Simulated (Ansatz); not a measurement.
# BN: the cost of one run

Computed with Ansatz 0.2.0 (DFT PBEsol, scalar-relativistic, plane waves, PAW, unless a step's input says otherwise).

2 further runs of the same task are left out: 2 set aside as unsound or not needed.

## 1. The system as given

It takes space group P6_3mc (No. 186, hexagonal). The conventional cell has a = 2.541 Å, b = 2.541 Å, c = 4.203 Å, α = 90.00°, β = 90.00°, γ = 120.00°. B (site symmetry 3m) has 4 N at 1.56 to 1.57 Å as nearest neighbours. Around N (site symmetry 3m) lie 4 B at 1.56 to 1.57 Å.

Structure file:

```cif
data_structure
_symmetry_space_group_name_H-M 'P6_3mc'
_symmetry_Int_Tables_number 186
_cell_length_a 2.5410
_cell_length_b 2.5410
_cell_length_c 4.2033
_cell_angle_alpha 90.000
_cell_angle_beta 90.000
_cell_angle_gamma 120.000
_cell_volume 23.50
loop_
_atom_site_label
_atom_site_type_symbol
_atom_site_symmetry_multiplicity
_atom_site_Wyckoff_symbol
_atom_site_fract_x
_atom_site_fract_y
_atom_site_fract_z
_atom_site_occupancy
B1 B 2 b 0.66667 0.33333 0.99973 1
N1 N 2 b 0.66667 0.33333 0.62527 1
```

It goes back to an entry of the Materials Project, which need not be the stable form.

It is the result of an earlier relaxation at this level (volume 5.88 Å³/atom; gap on the mesh: 4.96 eV).

## 2. Tight relaxation for the response runs

Response runs need a geometry at rest under their own mesh and occupations; hence this stricter relaxation.

Input file input.yaml:

```yaml
crystal:
  lattice:
    - [2.5410113139, 0.0, 0.0]
    - [-1.270505657, 2.2005803491, 0.0]
    - [0.0, 0.0, 4.2032955041]
  atoms:
    - { symbol: B, position: [0.6666666667, 0.3333333333, 0.9997329962] }
    - { symbol: B, position: [0.3333333333, 0.6666666667, 0.4997329962] }
    - { symbol: "N", position: [0.6666666667, 0.3333333333, 0.6252670038] }
    - { symbol: "N", position: [0.3333333333, 0.6666666667, 0.1252670038] }
basis:
  ecutwfc: 420
kpoints:
  mp_grid: { grid: [12, 12, 6] }
hamiltonian:
  xc: pbesol
scf:
  occupations: { method: fixed }
output:
  forces: true
  stress: true
  eigenvalues: true
relax:
  adjacent_minimum: "off"
  f_tol: 0.001
  max_steps: 60
  cell: { stress_tol: 0.01 }
```

Command:

```sh
$ ansatz run input.yaml --threads 1 --pin off --max-ram 3072MiB --backend cpu --events-out ev --progress --plain --runs-dir out
```

**Question.** How long does this run take on 1 thread of Arm Neoverse V2, shared host, and how much memory does it need?

About 4.4 s, with a peak of 0.3 GiB.
